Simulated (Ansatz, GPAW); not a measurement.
## Ir: programs and potentials compared

```xyz
1
Lattice="0.0000 1.9156 1.9156 1.9156 0.0000 1.9156 1.9156 1.9156 0.0000" Properties=species:S:1:pos:R:3 pbc="T T T"
Ir    0.0000    0.0000    0.0000
```

Alike in all runs: task single point; functional PBE; k mesh 12 × 12 × 12; occupations gaussian, width 0.025 eV; no spin polarisation; no spin-orbit coupling. Pressure is positive in compression and, in plane waves, holds the error of the finite cutoff, which Ansatz's Pulay term estimates and takes out.

```csv
program and potentials,plane-wave cutoff (eV),notes,band gap (eV),pressure (GPa)
"Ansatz, Ansatz PAW",420,17 valence electrons an atom on average,?,?
"GPAW, GPAW PAW data sets (gpaw-data 1.2.1)",600,15 valence electrons an atom on average,no gap,9.81
"Ansatz, all-electron LAPW, scalar-relativistic",-,-,no gap,11.04
```

Question: Estimate from the other rows what the run with Ansatz, Ansatz PAW gave.

Answer: No band gap; pressure 11.11 GPa. Its pressure holds a Pulay term of +0.09 GPa. The other rows, which needn't bracket it: pressure 9.81 to 11.04.
